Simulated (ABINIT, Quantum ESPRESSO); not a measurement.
## Ga2O3: band gap by level of theory

**What was measured.** The band gap of Ga2O3 (C2/m) is reported as 5.04 eV (arxiv:1704.06711). The runs below try to reproduce it.

```cif
data_structure
_symmetry_space_group_name_H-M 'C2/m'
_symmetry_Int_Tables_number 12
_cell_length_a 12.2140
_cell_length_b 3.0371
_cell_length_c 5.7981
_cell_angle_alpha 90.000
_cell_angle_beta 103.830
_cell_angle_gamma 90.000
_cell_volume 208.85
loop_
_atom_site_label
_atom_site_type_symbol
_atom_site_symmetry_multiplicity
_atom_site_Wyckoff_symbol
_atom_site_fract_x
_atom_site_fract_y
_atom_site_fract_z
_atom_site_occupancy
Ga1 Ga 4 i 0.34134 0.00000 0.68598 1
Ga2 Ga 4 i 0.40950 0.50000 0.20540 1
O1 O 4 i 0.00410 0.50000 0.74340 1
O2 O 4 i 0.32670 0.50000 0.43680 1
O3 O 4 i 0.33550 0.50000 0.89020 1
```

| rung | level | program and potentials | cutoff (eV) | k mesh | core time | chip | band gap (eV) | miss (eV) | notes |
| --- | --- | --- | --- | --- | --- | --- | --- | --- | --- |
| GGA | PBE | ABINIT, JTH PAW PBE v2.0 | 626 | 5 × 5 × 3 | 10 min | Arm Neoverse V2 | 2.44 | -2.60 | 8.8 valence electrons an atom on average |
| LDA | LDA | ABINIT, JTH PAW LDA v2.0 | 626 | 5 × 5 × 3 | 10 min | Arm Neoverse V2 | 2.34 | -2.70 | 8.8 valence electrons an atom on average |
| GGA | PBEsol | ABINIT, JTH PAW PBE v2.0 | 626 | 5 × 5 × 3 | 11 min | Arm Neoverse V2 | 2.34 | -2.70 | potentials made for PBE; 8.8 valence electrons an atom on average |
| GGA | WC | Quantum ESPRESSO, PseudoDojo 0.4.1 SR PBE standard | 1143 | 6 × 6 × 4 | 25 min | Arm Neoverse V1 | 2.32 | -2.72 | potentials made for PBE; 8.8 valence electrons an atom on average |
| GGA | N12 | Quantum ESPRESSO, PseudoDojo 0.4.1 SR PBE standard | 1143 | 6 × 6 × 4 | 26 min | Arm Neoverse V1 | 2.43 | -2.61 | potentials made for PBE; 8.8 valence electrons an atom on average |
| LDA | LDA | Quantum ESPRESSO, GBRV 1.5 LDA | 762 | 8 × 8 × 4 | 29 min | Intel Xeon Platinum 8259CL Skylake/Cascade Lake | 2.35 | -2.69 | 11.2 valence electrons an atom on average |

Times are single runs on shared hosts and different chips, so they are rough; meshes, cutoffs and the tasks' sizes weigh on the time. Task: band structure. All rows: no spin polarisation. Gaps are the least found on the k mesh or the band path, and a mesh can miss the band edges. The cell comes from a database and isn't always the measured one. Meshes differ between rows, which moves values too. All levels ran on this one cell, unrelaxed unless noted. Meshes are those of the run's cell of 10 atoms unless a note names another. Misses use the values as printed. Runs on faulty files, with rough fits or with known faults for this quantity aren't shown. No row holds spin-orbit coupling.

By rung: LDA 2.34 to 2.35; GGA 2.32 to 2.44 (eV). Measured: 5.04 eV (arxiv:1704.06711). Closest is PBE (-2.60 eV). LDA and GGA gaps fall short mostly because these functionals lack the derivative discontinuity; the runs are for a static lattice, while measurements hold temperature and zero-point motion.

All six runs give less than half the measured gap, and the choice among these local and semilocal functionals hardly matters. PBE's place as closest carries little weight, since N12 comes out at 2.43 eV against its 2.44 eV. The two LDA runs, 2.34 and 2.35 eV, agree although one treats more electrons as valence, which suggests that the deeper Ga shells have little direct influence on the gap.

The gap separates a weakly dispersive, mainly O 2p valence-band top from a dispersive conduction-band minimum of Ga 4s character with antibonding O admixture. Changing the gradient correction at fixed geometry shifts both edges in much the same way, so the gap barely responds. Part of the shortfall may also come from Ga 3d states lying too close to O 2p, where p-d repulsion pushes the valence-band top up.

The results support a wide-gap insulator, but not a quantitative absorption threshold. Nor do they show how the functionals would rank at their own equilibrium volumes, where differences in Ga-O bond length would also shift the gap.
